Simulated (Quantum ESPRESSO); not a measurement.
A run of Quantum ESPRESSO 7.5:

The input pw.in:

```
&CONTROL
  calculation = 'scf'
  prefix = 'pwscf'
  outdir = './tmp'
  pseudo_dir = './pseudo'
  tprnfor = .true.
  tstress = .true.
  disk_io = 'low'
/
&SYSTEM
  ibrav = 0
  A = 4.19420387
  nat = 2
  ntyp = 2
  ecutwfc = 36
  ecutrho = 216
  nbnd = 19
  occupations = 'smearing'
  smearing = 'fd'
  degauss = 0.00367493
  nspin = 2
  starting_magnetization(1) = 0.0357
  starting_magnetization(2) = 0
/
&ELECTRONS
  conv_thr = 4d-10
  electron_maxstep = 120
  mixing_beta = 0.3
/
ATOMIC_SPECIES
Pb   207.2000 Pb.LDA_PW-JTH.UPF
S     32.0600 S.LDA_PW-JTH.UPF
CELL_PARAMETERS alat
   0.0000000000    0.7071067816    0.7071067816
   0.7071067816    0.0000000000    0.7071067816
   0.7071067816    0.7071067816    0.0000000000
ATOMIC_POSITIONS alat
Pb     0.0000000000    0.0000000000    0.0000000000
S      0.7071067816    0.7071067816    0.7071067816
K_POINTS automatic
4 4 4 1 1 1
```

File relax.in:

```
&CONTROL
  calculation = 'vc-relax'
  prefix = 'pwscf'
  outdir = './tmp'
  pseudo_dir = './pseudo'
  tprnfor = .true.
  tstress = .true.
  disk_io = 'low'
  nstep = 40
  forc_conv_thr = 0.0001
  etot_conv_thr = 1d-06
/
&SYSTEM
  ibrav = 0
  A = 4.19420387
  nat = 2
  ntyp = 2
  ecutwfc = 36
  ecutrho = 216
  nbnd = 19
  occupations = 'smearing'
  smearing = 'fd'
  degauss = 0.00367493
  nspin = 2
  starting_magnetization(1) = 0.0357
  starting_magnetization(2) = 0
/
&ELECTRONS
  conv_thr = 4d-10
  electron_maxstep = 120
  mixing_beta = 0.3
/
&IONS
  ion_dynamics = 'bfgs'
/
&CELL
  cell_dynamics = 'bfgs'
  press = 0
  press_conv_thr = 0.2
/
ATOMIC_SPECIES
Pb   207.2000 Pb.LDA_PW-JTH.UPF
S     32.0600 S.LDA_PW-JTH.UPF
CELL_PARAMETERS alat
   0.0000000000    0.7071067816    0.7071067816
   0.7071067816    0.0000000000    0.7071067816
   0.7071067816    0.7071067816    0.0000000000
ATOMIC_POSITIONS alat
Pb     0.0000000000    0.0000000000    0.0000000000
S      0.7071067816    0.7071067816    0.7071067816
K_POINTS automatic
4 4 4 1 1 1
```

The input scf2.in:

```
&CONTROL
  calculation = 'scf'
  prefix = 'pwscf'
  outdir = './tmp'
  pseudo_dir = './pseudo'
  tprnfor = .true.
  tstress = .true.
  disk_io = 'low'
/
&SYSTEM
  ibrav = 0
  A = 4.11476759
  nat = 2
  ntyp = 2
  ecutwfc = 36
  ecutrho = 216
  nbnd = 19
  occupations = 'fixed'
  nspin = 2
  starting_magnetization(1) = 0.0357
  starting_magnetization(2) = 0
  tot_magnetization = 0
/
&ELECTRONS
  conv_thr = 1d-13
  electron_maxstep = 120
  mixing_beta = 0.3
  startingpot = 'file'
  startingwfc = 'file'
/
ATOMIC_SPECIES
Pb   207.2000 Pb.LDA_PW-JTH.UPF
S     32.0600 S.LDA_PW-JTH.UPF
CELL_PARAMETERS alat
   0.0000000000    0.7071067819    0.7071067819
   0.7071067819    0.0000000000    0.7071067819
   0.7071067819    0.7071067819    0.0000000000
ATOMIC_POSITIONS alat
Pb     0.0000000000    0.0000000000    0.0000000000
S      0.7071067819    0.7071067819    0.7071067819
K_POINTS automatic
4 4 4 1 1 1
```

The input ph.in:

```
phonons of PbS
&INPUTPH
  prefix = 'pwscf'
  outdir = './tmp'
  tr2_ph = 1d-16
  fildyn = 'dyn'
  niter_ph = 60
  alpha_mix(1) = 0.7
  epsil = .true.
/
0.0000000000 0.0000000000 0.0000000000
```

The input dynmat.in:

```
&INPUT
  fildyn = 'dyn'
  asr = 'crystal'
  lperm = .true.
  filout = 'dynmat.disp'
  fileig = 'dynmat.eig'
/
```

The input dynmat_lo.in:

```
&INPUT
  fildyn = 'dyn'
  asr = 'crystal'
  filout = 'dynmat_lo.disp'
  fileig = 'dynmat_lo.eig'
  q(1) = 0
  q(2) = 0
  q(3) = 1
/
```

relax_v0.99.in

```
&CONTROL
  calculation = 'relax'
  prefix = 'pwscf'
  outdir = './tmp'
  pseudo_dir = './pseudo'
  tprnfor = .true.
  tstress = .true.
  disk_io = 'low'
  nstep = 30
  forc_conv_thr = 0.0001
  etot_conv_thr = 1d-06
/
&SYSTEM
  ibrav = 0
  A = 4.10100573
  nat = 2
  ntyp = 2
  ecutwfc = 36
  ecutrho = 216
  nbnd = 19
  occupations = 'fixed'
  nspin = 2
  starting_magnetization(1) = 0.0357
  starting_magnetization(2) = 0
  tot_magnetization = 0
/
&ELECTRONS
  conv_thr = 1d-13
  electron_maxstep = 120
  mixing_beta = 0.3
/
&IONS
  ion_dynamics = 'bfgs'
/
ATOMIC_SPECIES
Pb   207.2000 Pb.LDA_PW-JTH.UPF
S     32.0600 S.LDA_PW-JTH.UPF
CELL_PARAMETERS alat
   0.0000000000    0.7071067807    0.7071067807
   0.7071067807    0.0000000000    0.7071067807
   0.7071067807    0.7071067807    0.0000000000
ATOMIC_POSITIONS alat
Pb     0.0000000000    0.0000000000    0.0000000000
S      0.7071067807    0.7071067807    0.7071067807
K_POINTS automatic
4 4 4 1 1 1
```

File ph_v0.99.in:

```
phonons at 0.99 of the volume
&INPUTPH
  prefix = 'pwscf'
  outdir = './tmp'
  tr2_ph = 1d-16
  fildyn = 'dyn_v0.99'
  niter_ph = 60
  alpha_mix(1) = 0.7
/
0.0000000000 0.0000000000 0.0000000000
```

The input relax_v1.01.in:

```
&CONTROL
  calculation = 'relax'
  prefix = 'pwscf'
  outdir = './tmp'
  pseudo_dir = './pseudo'
  tprnfor = .true.
  tstress = .true.
  disk_io = 'low'
  nstep = 30
  forc_conv_thr = 0.0001
  etot_conv_thr = 1d-06
/
&SYSTEM
  ibrav = 0
  A = 4.12843802
  nat = 2
  ntyp = 2
  ecutwfc = 36
  ecutrho = 216
  nbnd = 19
  occupations = 'fixed'
  nspin = 2
  starting_magnetization(1) = 0.0357
  starting_magnetization(2) = 0
  tot_magnetization = 0
/
&ELECTRONS
  conv_thr = 1d-13
  electron_maxstep = 120
  mixing_beta = 0.3
/
&IONS
  ion_dynamics = 'bfgs'
/
ATOMIC_SPECIES
Pb   207.2000 Pb.LDA_PW-JTH.UPF
S     32.0600 S.LDA_PW-JTH.UPF
CELL_PARAMETERS alat
   0.0000000000    0.7071067810    0.7071067810
   0.7071067810    0.0000000000    0.7071067810
   0.7071067810    0.7071067810    0.0000000000
ATOMIC_POSITIONS alat
Pb     0.0000000000    0.0000000000    0.0000000000
S      0.7071067810    0.7071067810    0.7071067810
K_POINTS automatic
4 4 4 1 1 1
```

File ph_v1.01.in:

```
phonons at 1.01 of the volume
&INPUTPH
  prefix = 'pwscf'
  outdir = './tmp'
  tr2_ph = 1d-16
  fildyn = 'dyn_v1.01'
  niter_ph = 60
  alpha_mix(1) = 0.7
/
0.0000000000 0.0000000000 0.0000000000
```

Potentials or basis: JTH 2.0 LDA.

Launch:

```bash
$ OMP_NUM_THREADS=1 pw.x -in pw.in > pw.out
$ OMP_NUM_THREADS=1 pw.x -in relax.in > relax.out
$ OMP_NUM_THREADS=1 pw.x -in scf2.in > scf2.out
$ OMP_NUM_THREADS=1 ph.x -in ph.in > ph.out
$ OMP_NUM_THREADS=1 dynmat.x -in dynmat.in > dynmat.out
$ OMP_NUM_THREADS=1 dynmat.x -in dynmat_lo.in > dynmat_lo.out
$ OMP_NUM_THREADS=1 pw.x -in relax_v0.99.in > relax_v0.99.out
$ OMP_NUM_THREADS=1 ph.x -in ph_v0.99.in > ph_v0.99.out
$ OMP_NUM_THREADS=1 pw.x -in relax_v1.01.in > relax_v1.01.out
$ OMP_NUM_THREADS=1 ph.x -in ph_v1.01.in > ph_v1.01.out
```

Hardware: 1 thread of Arm Neoverse V1, with other jobs on the host.

Q: How long does it take, and how much memory?

A: Run time: 9.5 min on 1 thread of Arm Neoverse V1 (shared host), peak memory 0.12 GiB. Counts: scf iterations 162, k pools 1, bands 19, ion steps 6, k points 10, g dense 18883.
